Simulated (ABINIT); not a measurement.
# CaO (Fm-3m) in ABINIT: further runs

Aim: see how the results for CaO move with the level of theory and the settings. Levels: RPBE, LDA, BLYP+D3. Tasks: equation of state, band structure.

Everything below comes from runs of ABINIT 10.8.3 (patched build). Logs are shortened: lines on timing, memory, paths and dates and some standing lists are left out, and cuts for length are marked. The log counts tension as positive stress, the text compression.

**1. Starting point**

Symmetry: Fm-3m, No. 225, cubic system. The conventional cell has a = 4.807 Å, b = 4.807 Å, c = 4.807 Å, α = 90.00°, β = 90.00°, γ = 90.00°. Ca (site symmetry m-3m) is surrounded by 6 O at 2.40 Å. O (site symmetry m-3m) has 6 Ca at 2.40 Å as nearest neighbours.

The cell is a database's computed one.

**2. Equation of state, RPBE**

File run.abi:

```
# Datasets: one volume each
ndtset 7
getwfk -1
scalecart1 3*0.9795861087
scalecart2 3*0.9864848297
scalecart3 3*0.9932883884
scalecart4 3*1.0000000000
scalecart5 3*1.0066227096
scalecart6 3*1.0131594038
scalecart7 3*1.0196128224

# Pseudopotentials
pp_dirpath "./"
pseudos "Ca.GGA_PBE-JTH.xml, O.GGA_PBE-JTH.xml"

# Structure
acell 6.4234456684 6.4234456684 6.4234456684
rprim
     0.0000000000     0.7071067812     0.7071067812
     0.7071067812     0.0000000000     0.7071067812
     0.7071067812     0.7071067812     0.0000000000
ntypat 2
znucl 20 8
natom 2
typat 1 2
xred
     0.0000000000     0.0000000000     0.0000000000
     0.5000000000     0.5000000000     0.5000000000

# Plane-wave basis
ecut 23.0
pawecutdg 45.0

# k points
kptopt 1
ngkpt 10 10 10
nshiftk 1
shiftk 0.0 0.0 0.0

# Exchange and correlation
ixc 15

# Bands and occupations
nband 12
occopt 3
tsmear 0.05 eV

# SCF cycle
nstep 100
tolvrs 1.0e-9

# Output
iomode 3
prtwf 1
prtden 0
prteig 0
prtebands 0
enunit 1
```

Potentials or basis: JTH PAW PBE v2.0.

On the command line:

```sh
$ abinit run.abi > log 2>&1
```

run.abo:

```text
.Version 10.8.3 of ABINIT
 DATASET    1 : space group Fm -3 m (#225); Bravais cF (face-center cubic)
================================================================================
 Values of the parameters that define the memory need for DATASET  1.
     intxc =       0    ionmov =       0      iscf =      17    lmnmax =      18
     lnmax =       6     mgfft =      30  mpssoang =       3    mqgrid =    3001
     natom =       2  nloc_mem =       2    nspden =       1   nspinor =       1
    nsppol =       1      nsym =      48    n1xccc =       1    ntypat =       2
    occopt =       3   xclevel =       2
       mpw =         944          nfft =       27000          nkpt =          47
 PAW method is used; the additional fine FFT grid is defined by:
   mgfftf=        40    nfftf =     64000
================================================================================
================================================================================
[... 71 lines left out ...]
 DATASET    7 : space group Fm -3 m (#225); Bravais cF (face-center cubic)
================================================================================
 Values of the parameters that define the memory need for DATASET  7.
     intxc =       0    ionmov =       0      iscf =      17    lmnmax =      18
     lnmax =       6     mgfft =      30  mpssoang =       3    mqgrid =    3001
     natom =       2  nloc_mem =       2    nspden =       1   nspinor =       1
    nsppol =       1      nsym =      48    n1xccc =       1    ntypat =       2
    occopt =       3   xclevel =       2
       mpw =        1059          nfft =       27000          nkpt =          47
 PAW method is used; the additional fine FFT grid is defined by:
   mgfftf=        40    nfftf =     64000
================================================================================
================================================================================

--------------------------------------------------------------------------------
------------- Echo of variables that govern the present computation ------------
--------------------------------------------------------------------------------
 -outvars: echo values of preprocessed input variables --------
            acell      6.4234456684E+00  6.4234456684E+00  6.4234456684E+00 Bohr
              amu      4.00780000E+01  1.59994000E+01
             ecut      2.30000000E+01 Hartree
           enunit           1
           getwfk          -1
              ixc          15
           jdtset        1    2    3    4    5    6    7
         kptrlatt       10    0    0      0   10    0      0    0   10
          kptrlen1     6.29231815E+01
          kptrlen2     6.33663171E+01
          kptrlen3     6.38033400E+01
          kptrlen4     6.42344567E+01
          kptrlen5     6.46598628E+01
          kptrlen6     6.50797438E+01
          kptrlen7     6.54942757E+01
            natom           2
            nband          12
           ndtset           7
            ngfft          30      30      30
          ngfftdg          40      40      40
             nkpt          47
            nstep         100
             nsym          48
           ntypat           2
           occopt           3
        pawecutdg      4.50000000E+01 Hartree
         pawxcdev           0
           prtden           0
        prtebands           0
           prteig           0
            rprim1     0.0000000000E+00  6.9267198023E-01  6.9267198023E-01
                       6.9267198023E-01  0.0000000000E+00  6.9267198023E-01
                       6.9267198023E-01  6.9267198023E-01  0.0000000000E+00
            rprim2     0.0000000000E+00  6.9755011263E-01  6.9755011263E-01
                       6.9755011263E-01  0.0000000000E+00  6.9755011263E-01
                       6.9755011263E-01  6.9755011263E-01  0.0000000000E+00
            rprim3     0.0000000000E+00  7.0236095512E-01  7.0236095512E-01
                       7.0236095512E-01  0.0000000000E+00  7.0236095512E-01
                       7.0236095512E-01  7.0236095512E-01  0.0000000000E+00
            rprim4     0.0000000000E+00  7.0710678120E-01  7.0710678120E-01
                       7.0710678120E-01  0.0000000000E+00  7.0710678120E-01
                       7.0710678120E-01  7.0710678120E-01  0.0000000000E+00
            rprim5     0.0000000000E+00  7.1178974407E-01  7.1178974407E-01
                       7.1178974407E-01  0.0000000000E+00  7.1178974407E-01
                       7.1178974407E-01  7.1178974407E-01  0.0000000000E+00
            rprim6     0.0000000000E+00  7.1641188486E-01  7.1641188486E-01
                       7.1641188486E-01  0.0000000000E+00  7.1641188486E-01
                       7.1641188486E-01  7.1641188486E-01  0.0000000000E+00
            rprim7     0.0000000000E+00  7.2097514092E-01  7.2097514092E-01
                       7.2097514092E-01  0.0000000000E+00  7.2097514092E-01
                       7.2097514092E-01  7.2097514092E-01  0.0000000000E+00
          spgroup         225
           tolvrs      1.00000000E-09
           tsmear      1.83746611E-03 Hartree
            typat      1  2
           useylm           1
           xangst1     0.0000000000E+00  0.0000000000E+00  0.0000000000E+00
                       2.3544897697E+00  2.3544897697E+00  2.3544897697E+00
           xangst2     0.0000000000E+00  0.0000000000E+00  0.0000000000E+00
                       2.3710712299E+00  2.3710712299E+00  2.3710712299E+00
           xangst3     0.0000000000E+00  0.0000000000E+00  0.0000000000E+00
                       2.3874239621E+00  2.3874239621E+00  2.3874239621E+00
           xangst4     0.0000000000E+00  0.0000000000E+00  0.0000000000E+00
                       2.4035556944E+00  2.4035556944E+00  2.4035556944E+00
           xangst5     0.0000000000E+00  0.0000000000E+00  0.0000000000E+00
                       2.4194737458E+00  2.4194737458E+00  2.4194737458E+00
           xangst6     0.0000000000E+00  0.0000000000E+00  0.0000000000E+00
                       2.4351850543E+00  2.4351850543E+00  2.4351850543E+00
           xangst7     0.0000000000E+00  0.0000000000E+00  0.0000000000E+00
                       2.4506962054E+00  2.4506962054E+00  2.4506962054E+00
            xcart1     0.0000000000E+00  0.0000000000E+00  0.0000000000E+00
                       4.4493408310E+00  4.4493408310E+00  4.4493408310E+00
            xcart2     0.0000000000E+00  0.0000000000E+00  0.0000000000E+00
                       4.4806752495E+00  4.4806752495E+00  4.4806752495E+00
            xcart3     0.0000000000E+00  0.0000000000E+00  0.0000000000E+00
                       4.5115774349E+00  4.5115774349E+00  4.5115774349E+00
            xcart4     0.0000000000E+00  0.0000000000E+00  0.0000000000E+00
                       4.5420619908E+00  4.5420619908E+00  4.5420619908E+00
            xcart5     0.0000000000E+00  0.0000000000E+00  0.0000000000E+00
                       4.5721427483E+00  4.5721427483E+00  4.5721427483E+00
            xcart6     0.0000000000E+00  0.0000000000E+00  0.0000000000E+00
                       4.6018328186E+00  4.6018328186E+00  4.6018328186E+00
            xcart7     0.0000000000E+00  0.0000000000E+00  0.0000000000E+00
                       4.6311446460E+00  4.6311446460E+00  4.6311446460E+00
             xred      0.0000000000E+00  0.0000000000E+00  0.0000000000E+00
                       5.0000000000E-01  5.0000000000E-01  5.0000000000E-01
            znucl       20.00000    8.00000

================================================================================

 chkinp: Checking input parameters for consistency, jdtset=   1.

 chkinp: Checking input parameters for consistency, jdtset=   2.
[... 35 lines left out ...]
 getcut: wavevector=  0.0000  0.0000  0.0000  ngfft=  30  30  30
         ecut(hartree)=     23.000   => boxcut(ratio)=   2.21087

 getcut : COMMENT -
  Note that boxcut > 2.2 ; recall that boxcut=Gcut(box)/Gcut(sphere) = 2
  is sufficient for exact treatment of convolution.
  Such a large boxcut is a waste : you could raise ecut
  e.g. ecut=   28.105735 Hartrees makes boxcut=2

 Fine grid specifications (used for densities):

 getcut: wavevector=  0.0000  0.0000  0.0000  ngfft=  40  40  40
         ecut(hartree)=     45.000   => boxcut(ratio)=   2.10513

--- Pseudopotential description ------------------------------------------------
- pspini: atom type   1  psp file is ./Ca.GGA_PBE-JTH.xml
 Pseudopotential format is: paw10
 basis_size (lnmax)=  6 (lmn_size= 18), orbitals=   0   0   1   1   2   2
 Spheres core radius: rc_sph= 1.91415326
 Shapefunction is SIN type: shapef(r)=[sin(pi*r/rshp)/(pi*r/rshp)]**2
 Radius for shape functions =  1.70813664
 Compensation charge density is not taken into account in XC energy/potential

- pspini: atom type   2  psp file is ./O.GGA_PBE-JTH.xml
 Pseudopotential format is: paw10
 basis_size (lnmax)=  4 (lmn_size=  8), orbitals=   0   0   1   1
 Spheres core radius: rc_sph= 1.41465230
 Shapefunction is SIN type: shapef(r)=[sin(pi*r/rshp)/(pi*r/rshp)]**2
 Radius for shape functions =  1.20231231
 Compensation charge density is not taken into account in XC energy/potential

   3.33066450E+02                                ecore*ucvol(ha*bohr**3)
--------------------------------------------------------------------------------

================================================================================

--- !BeginCycle
iteration_state: {dtset: 1, }
solver: {iscf: 17, nstep: 100, nline: 4, wfoptalg: 10, }
tolerances: {tolvrs: 1.00E-09, }
...
[... 1217 lines left out ...]
-Cartesian components of stress tensor (GPa)         [Pressure= -8.3680E-01 GPa]
- sigma(1 1)=  8.36797129E-01  sigma(3 2)=  0.00000000E+00
- sigma(2 2)=  8.36797129E-01  sigma(3 1)=  0.00000000E+00
- sigma(3 3)=  8.36797129E-01  sigma(2 1)=  0.00000000E+00

== END DATASET(S) ==============================================================
================================================================================

 -outvars: echo values of variables after computation  --------
            acell      6.4234456684E+00  6.4234456684E+00  6.4234456684E+00 Bohr
           etotal1    -5.3278690427E+01
           etotal2    -5.3280226196E+01
           etotal3    -5.3281393774E+01
           etotal4    -5.3282229608E+01
           etotal5    -5.3282766067E+01
           etotal6    -5.3283032762E+01
           etotal7    -5.3283055817E+01
            fcart1    -0.0000000000E+00 -0.0000000000E+00 -0.0000000000E+00
                      -0.0000000000E+00 -0.0000000000E+00 -0.0000000000E+00
            fcart2    -0.0000000000E+00 -0.0000000000E+00 -0.0000000000E+00
                      -0.0000000000E+00 -0.0000000000E+00 -0.0000000000E+00
            fcart3    -0.0000000000E+00 -0.0000000000E+00 -0.0000000000E+00
                      -0.0000000000E+00 -0.0000000000E+00 -0.0000000000E+00
            fcart4    -0.0000000000E+00 -0.0000000000E+00 -0.0000000000E+00
                      -0.0000000000E+00 -0.0000000000E+00 -0.0000000000E+00
            fcart5    -0.0000000000E+00 -0.0000000000E+00 -0.0000000000E+00
                      -0.0000000000E+00 -0.0000000000E+00 -0.0000000000E+00
[... 38 lines left out ...]
                       0.0000000000E+00  0.0000000000E+00  0.0000000000E+00
           xangst1     0.0000000000E+00  0.0000000000E+00  0.0000000000E+00
                       2.3544897697E+00  2.3544897697E+00  2.3544897697E+00
           xangst2     0.0000000000E+00  0.0000000000E+00  0.0000000000E+00
                       2.3710712299E+00  2.3710712299E+00  2.3710712299E+00
           xangst3     0.0000000000E+00  0.0000000000E+00  0.0000000000E+00
                       2.3874239621E+00  2.3874239621E+00  2.3874239621E+00
           xangst4     0.0000000000E+00  0.0000000000E+00  0.0000000000E+00
                       2.4035556944E+00  2.4035556944E+00  2.4035556944E+00
           xangst5     0.0000000000E+00  0.0000000000E+00  0.0000000000E+00
                       2.4194737458E+00  2.4194737458E+00  2.4194737458E+00
           xangst6     0.0000000000E+00  0.0000000000E+00  0.0000000000E+00
                       2.4351850543E+00  2.4351850543E+00  2.4351850543E+00
           xangst7     0.0000000000E+00  0.0000000000E+00  0.0000000000E+00
                       2.4506962054E+00  2.4506962054E+00  2.4506962054E+00
             xred      0.0000000000E+00  0.0000000000E+00  0.0000000000E+00
                       5.0000000000E-01  5.0000000000E-01  5.0000000000E-01
 Calculation completed.
```

Wall time 2 min (1 thread of Arm Neoverse V1, shared host); peak memory 0.14 GiB.

Results:

```yaml
Equilibrium_volume: 14.61 Å³/atom
Bulk_modulus: 95 GPa
Pressure_derivative_of_the_bulk_modulus: 4.4
```

Energy against volume, from the lowest point:
```tsv
volume (Å³/atom)	energy (meV/atom)
13.052	59.39
13.330	38.50
13.608	22.61
13.886	11.24
14.163	3.94
14.441	0.31
14.719	0.00
```

Caveat: pressures at fixed basis lie under the slope of the energies; the PAW data sets were made with another functional, which shifts forces and pressure a little.

**3. Band structure, LDA**

File run.abi:

```
# Datasets: ground state, then fixed potential
ndtset 2

# Pseudopotentials
pp_dirpath "./"
pseudos "Ca.LDA_PW-JTH.xml, O.LDA_PW-JTH.xml"

# Structure
acell 3*1.0
rprim
     0.0000000000     4.5420619907     4.5420619907
     4.5420619907     0.0000000000     4.5420619907
     4.5420619907     4.5420619907     0.0000000000
ntypat 2
znucl 20 8
natom 2
typat 1 2
xred
     0.0000000000     0.0000000000     0.0000000000
     0.5000000000     0.5000000000     0.5000000000

# Plane-wave basis
ecut 23.0
pawecutdg 45.0

# Exchange and correlation
ixc 7

# Bands and occupations
occopt 3
tsmear 0.00183747

# SCF cycle
nstep 100

# Output
iomode 3
prtwf 0
prteig 0
prtebands 0
prtden1 1

# Dataset 1
kptopt1 1
ngkpt1 10 10 10
nshiftk1 1
shiftk1 0.0 0.0 0.0
nband1 12
tolvrs1 1.0e-9

# Dataset 2: bands along G-X-W-K-G-L-U-W-L-K
iscf2 -2
getden2 1
nband2 16
nbdbuf2 2
tolwfr2 1.0e-12
kptopt2 -9
ndivsm2 5
prteig2 1
prtvol2 -3
kptbounds2
     0.0000000000     0.0000000000     0.0000000000
     0.5000000000     0.0000000000     0.5000000000
     0.5000000000     0.2500000000     0.7500000000
     0.3750000000     0.3750000000     0.7500000000
     0.0000000000     0.0000000000     0.0000000000
     0.5000000000     0.5000000000     0.5000000000
     0.6250000000     0.2500000000     0.6250000000
     0.5000000000     0.2500000000     0.7500000000
     0.5000000000     0.5000000000     0.5000000000
     0.3750000000     0.3750000000     0.7500000000
```

Potentials or basis: JTH PAW LDA v2.0.

On the command line:

```sh
$ abinit run.abi > log 2>&1
```

Wall time 39 s (1 thread of Arm Neoverse V1, shared host); peak memory 0.15 GiB.

It converged, with:

- Free energy: -1452.7585 eV
- Pressure: -7.1 GPa
- Band gap on the k mesh: 3.48 eV, indirect (least direct gap 3.86 eV)
- Band gap along the path: 3.48 eV, indirect (least direct gap 3.86 eV)
- Valence electrons inside the program's atomic spheres: Ca 7.44; O 4.52

Levels at the corners of the path, in eV from the valence-band top:
```
point  band 4  band 5  band 6  band 7  band 8  band 9  band 10  band 11  band 12  band 13
    Γ  -18.14  -15.22    0.00    0.00    0.00    4.56     6.12     6.12     6.12     7.68
    X  -18.37  -14.97   -1.31   -0.38   -0.38    3.48     8.02     8.88     9.55     9.55
    W  -18.57  -14.57   -1.31   -1.07   -1.07    6.20     6.20     8.38     9.55     9.98
    K  -18.31  -14.59   -1.37   -1.23   -0.79    5.00     7.91     8.55     9.04     9.73
    Γ  -18.14  -15.22    0.00    0.00    0.00    4.56     6.12     6.12     6.12     7.68
    L  -18.19  -13.98   -2.70   -1.22   -1.22    6.97     8.30     8.32     8.32    10.43
    U  -18.31  -14.59   -1.37   -1.23   -0.79    5.00     7.91     8.55     9.04     9.73
    W  -18.57  -14.57   -1.31   -1.07   -1.07    6.20     6.20     8.38     9.55     9.98
    L  -18.19  -13.98   -2.70   -1.22   -1.22    6.97     8.30     8.32     8.32    10.43
    K  -18.31  -14.59   -1.37   -1.23   -0.79    5.00     7.91     8.55     9.04     9.73
```

**4. Equation of state, BLYP+D3**

File run.abi:

```
ndtset 7
getwfk -1
scalecart1 3*0.9795861087
scalecart2 3*0.9864848297
scalecart3 3*0.9932883884
scalecart4 3*1.0000000000
scalecart5 3*1.0066227096
scalecart6 3*1.0131594038
scalecart7 3*1.0196128224

pp_dirpath "./"
pseudos "Ca.GGA_PBE-JTH.xml, O.GGA_PBE-JTH.xml"

acell 3*1.0 Angstrom
rprim
     0.0000000000     2.4035556960     2.4035556960
     2.4035556960     0.0000000000     2.4035556960
     2.4035556960     2.4035556960     0.0000000000
ntypat 2
znucl 20 8
natom 2
typat 1 2
xred
     0.0000000000     0.0000000000     0.0000000000
     0.5000000000     0.5000000000     0.5000000000

ecut 23.0
pawecutdg 45.0

kptopt 1
ngkpt 10 10 10
nshiftk 1
shiftk 0.0 0.0 0.0

ixc -106131
vdw_xc 6

nband 12
occopt 3
tsmear 0.00183747

nstep 100
tolvrs 1.0e-9

iomode 3
prtwf 1
prtden 0
prteig 0
prtebands 0
```

Potentials or basis: JTH PAW PBE v2.0.

On the command line:

```sh
$ abinit run.abi > log 2>&1
```

Run time: 2.3 min. Hardware: 1 thread of Arm Neoverse V1, shared host; peak memory 0.15 GiB.

The run converged. Its results:

```
Equilibrium volume                      : 13.73 Å³/atom
Bulk modulus                            : 112 GPa
Pressure derivative of the bulk modulus : 4.6
```

Energy against volume, from the lowest point:
```csv
volume (Å³/atom),energy (meV/atom)
13.052,12.54
13.330,3.95
13.608,0.00
13.886,0.19
14.163,4.09
14.441,11.29
14.719,21.44
```

Caveat: pressures at fixed basis lie under the slope of the energies; the PAW data sets were made with another functional, which shifts forces and pressure a little.

**5. Overview**

| task | level | potentials or basis | V0 of scaled cells (Å³/atom) | B0 (GPa) |
| --- | --- | --- | --- | --- |
| equation of state | RPBE | JTH PAW PBE v2.0 | 14.61 | 95 |
| band structure | LDA | JTH PAW LDA v2.0 | - | - |
| equation of state | BLYP+D3 | JTH PAW PBE v2.0 | 13.73 | 112 |

Alike in all rows: no spin polarisation; cell as given; k mesh 10 × 10 × 10; cutoff (eV) 626; smearing fermi-dirac 0.05 eV.

Caveats: pressures at fixed basis lie under the slope of the energies (some runs); the PAW data sets were made with another functional, which shifts forces and pressure a little (some runs).

Absolute energies hang on the potentials; compare differences alone.
